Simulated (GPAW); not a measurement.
# Collinear magnetic orders of free-standing square Co monolayer, spacing 2.65 A with GPAW, part 2 of 2

Does free-standing square Co monolayer, spacing 2.65 A prefer parallel or opposed moments, or none?

GPAW 26.7.0; LDA; plane waves with GPAW's PAW setups, scalar-relativistic.

So far, largest spin moment in the augmentation sphere (μB): step 2 (run 1 (ferro +)) 2.05; step 3 (run 2 (antiferro q=(0,1/2,0) +-)) 1.87; step 4 (run 3 (antiferro q=(1/2,1/2,0) +-)) 1.71.

## Step 6: A faulty input

A slip in the input shows what the program catches and what it lets pass.

run.py reads:

```python
import json
import numpy as np
from ase import Atoms
from ase.parallel import paropen, parprint
from gpaw import GPAW

atoms = Atoms(['Co'],
    cell=[[2.65, 0.0, 0.0],
         [0.0, 2.65, 0.0],
         [0.0, 0.0, 14.0]],
    scaled_positions=[[0.0, 0.0, 0.5]],
    pbc=True,
    magmoms=[2.0])
atoms.set_cell(atoms.cell * 0.75, scale_atoms=True)
atoms.calc = GPAW(mode={'name': 'pw', 'ecut': 550},
    xc='LDA',
    kpts={'size': (10, 10, 1), 'gamma': True},
    occupations={'name': 'fermi-dirac', 'width': 0.1},
    convergence={'density': 1e-05, 'energy': 1e-05},
    maxiter=50,
    txt='run.txt')
e = atoms.get_potential_energy(force_consistent=True)
res = {'free_energy': e, 'energy_sigma0': atoms.get_potential_energy(), 'fermi_energy': atoms.calc.get_fermi_level()}
res['moments'] = atoms.get_magnetic_moments().tolist()
res['total'] = atoms.get_magnetic_moment()
parprint('site moments (muB):', np.round(res['moments'], 3))
parprint(f"total moment: {res['total']:.3f} muB")
parprint(f'free energy: {e:.6f} eV')
atoms.calc.write('run.gpw')
with paropen('results.json', 'w') as f:
    json.dump(res, f)
```

On the command line:

```bash
> OMP_NUM_THREADS=1 python3 run.py > run.log
```

The program printed:

```text
site moments (muB): [1.2]
total moment: 1.204 muB
free energy: -6.903450 eV

--- run.txt ---
Input parameters:
  mode=PW(ecut=550),
  convergence={'density': 1e-05, 'energy': 1e-05},
  kpts=MonkhorstPack(size=(10, 10, 1), gamma=True),
  maxiter=50,
  occupations=Occupations(name='fermi-dirac', width=0.1),
  xc=XC(name='LDA')

Diagonalizing LCAO Hamiltonian
Converting LCAO to pw mode
  .----.
 *|    |
 ||    |
 ||    |
 ||    |
 ||    |
 ||    |
 ||    |
 Co    |
 ||    |
 ||    |
 ||    |
 ||    |
 |.----.
 *----*

Atoms  # Å, Bohr magnetons
|   | symbol |        x |        y |        z |    initial magnetic moments |
|---|--------|----------|----------|----------|-----------------------------|
| 0 |     Co | 0.000000 | 0.000000 | 5.250000 | ( 0.0000,  0.0000,  2.0000) |

Number of symmetries: 16

BZ-sampling:
  Number of BZ points: 100
  Number of IBZ points: 21

  Monkhorst-Pack size: [10, 10, 1]
  Monkhorst-Pack shift: [0.05, 0.05, 0.0]

Plane wave coefficients: 1245
Cutoff: 550.0 eV

Spin-components: 2 (collinear spins)
Bands:           9
Projectors:      6
Spin-degeneracy: 1
Datatype:        complex128

Parallelization:
  kpt:    1
  domain: 1
  band:   1

Density:
  Valence electrons: 9.0
  Components: 2
  Grid points: [12 12 60]
  Charge: 0.0  # |e|

Potential:
  Grid points: [12 12 60]

[... setups left out ...]
Reference energy: -37838.266704  # eV

convergence criteria:
- Maximum integral of absolute [dens]ity change: 1e-05 electrons / valence electron
- Maximum [total energy] change in last 3 cyles: 1e-05 eV / valence electron
- Maximum integral of absolute [eigenst]ate change: 4e-08 eV^2 / valence electron
maximum number of iterations: 50

SCF iterations
|iter     |      energy | eigst |  dens |  magmom |
|---------|-------------|-------|-------|---------|
|iter:   1|       0s |   -7.279138 | +0.70 |       |  +2.0028|
|iter:   2|       1s |   -7.159546 | -0.90 | -0.84 |  +1.9806|
|iter:   3|       2s |   -6.867389 | -0.94 | -0.90 |  +1.8272|
|iter:   4|       3s |   -6.860504 | -2.22 | -1.27 |  +1.7047|
|iter:   5|       4s |   -6.868827 | -2.42 | -1.49 |  +1.5632|
|iter:   6|       5s |   -6.872356 | -3.06 | -1.79 |  +1.3896|
|iter:   7|       5s |   -6.873028 | -3.59 | -2.19 |  +1.2987|
|iter:   8|       6s |   -6.873521 | -3.28 | -2.08 |  +1.1911|
|iter:   9|       6s |   -6.874238 | -3.56 | -2.22 |  +1.1903|
|iter:  10|       7s |   -6.874253 | -4.63 | -2.83 |  +1.1949|
|iter:  11|       8s |   -6.874239c| -5.42 | -3.26 |  +1.2051|
|iter:  12|       8s |   -6.874238c| -6.67 | -3.94 |  +1.2047|
|iter:  13|       9s |   -6.874240c| -7.25 | -4.49 |  +1.2040|
|iter:  14|       9s |   -6.874240c| -7.61c| -4.91 |  +1.2041|
|iter:  15|      10s |   -6.874240c| -8.15c| -5.82c|  +1.2041|

Converged in 15 steps
Energy contributions relative to reference atoms: (reference = -37838.266704)

Energy contributions:
  Kinetic:          30.217993
  Coulomb:         -24.436363
  Zero:              0.006800
  External:          0.000000
  Xc:              -12.633461
  Entropy:          -0.058420
  Spinorbit:         0.000000
  ----------------------------
  Free energy:      -6.903450
  Extrapolated:     -6.874240

dipole moment: (-5.354776, -5.354776, -0.000005)  # |e|*Ang

Total magnetic moment: (0.000000, 0.000000, 1.204113)

Local magnetic moments
|        x |        y |        z |
|----------|----------|----------|
| 0.000000 | 0.000000 | 1.199524 |  # Co   0

Fermi level: -1.436
Eigenvalues  # (at kpt = [0.000, 0.000, 0.000])
| band index |      eig [eV] | occ [0-1] |      eig [eV] | occ [0-1] |
|------------|---------------|-----------|---------------|-----------|
|          0 |        -8.948 |     1.000 |        -8.578 |     1.000 |
|          1 |        -7.460 |     1.000 |        -6.587 |     1.000 |
|          2 |        -4.798 |     1.000 |        -3.927 |     1.000 |
|          3 |        -1.759 |     0.962 |        -1.662 |     0.906 |
|          4 |        -1.651 |     0.895 |        -0.372 |     0.000 |
|          5 |        -1.651 |     0.895 |        -0.372 |     0.000 |
|          6 |        -0.967 |     0.009 |         0.475 |     0.000 |
|          7 |         3.514 |     0.000 |         3.546 |     0.000 |
|          8 |         5.406 |     0.000 |         5.408 |     0.000 |

No gap
No difference between direct/indirect transitions
```

It took 15 s on 1 MPI rank of Intel Xeon Platinum 8488C (Sapphire Rapids), shared host; peak memory 0.15 GiB.

Convergence was reached, yet the input spoils the result.

The fault in the input: a cell far too small.

The largest moment is 1.20 μB against 2.05 μB in the first run, and the free energy lies -0.592 eV from it.

The atoms are pressed together until their spheres overlap.

## Step 7: The states side by side

These are free energies at a smearing of 0.1 eV, so its entropy term is in the differences. They are divided by the number of seeded atoms, so that cells of unlike size compare. Wavevectors q in the names are fractions of the reciprocal vectors of the first run's cell.

Orders:

| start | final state | typed order kept | energy over the lowest (meV a seeded atom) | largest site moment (μB) | net moment (μB a primitive cell) | mesh matched | CPU time (s) |
| --- | --- | --- | --- | --- | --- | --- | --- |
| ferro + | ferromagnetic | yes | 0 | 2.047 | 2.131 | yes | 27.98 |
| antiferro q=(0,1/2,0) +- | antiferromagnetic | yes | 198.2 | 1.869 | 0 | yes | 91.66 |
| antiferro q=(1/2,1/2,0) +- | antiferromagnetic | yes | 357.5 | 1.706 | 0 | yes | 129.3 |
| no spin polarisation | non-magnetic | - | 570.9 | 0 | 0 | yes | 9.62 |

## Step 8: Summary of results

```
lowest state found                 : ferromagnetic (typed ferro +)
largest site moment                : 2.05 μB
next state                         : antiferromagnetic, 198 meV a seeded atom higher
energy gained by spin polarisation : 571 meV a seeded atom
```

What this shows: The lowest state found is ferromagnetic, reached from the start ferro +, with moments up to 2.05 μB. The next state costs 198 meV a seeded atom. This is the lowest of 4 finished starts, no proof of the ground state.

[Logs and program files are shortened in this print: banners, set-up blocks, solver, clock and traceback lines can be left out without a mark of their own.]

[Logs are printed without paths, hosts, clocks, repeated set-up lines and the standing remarks that a program may print on its own settings, such as how far it seeks lower states.]

[Hosts, paths, dates, database ids (printed as entryN), source tags and the programs' standing remarks are cut or masked in the printed files.]

[Where a cell is said to come from a database of computed structures, the database is the Materials Project.]
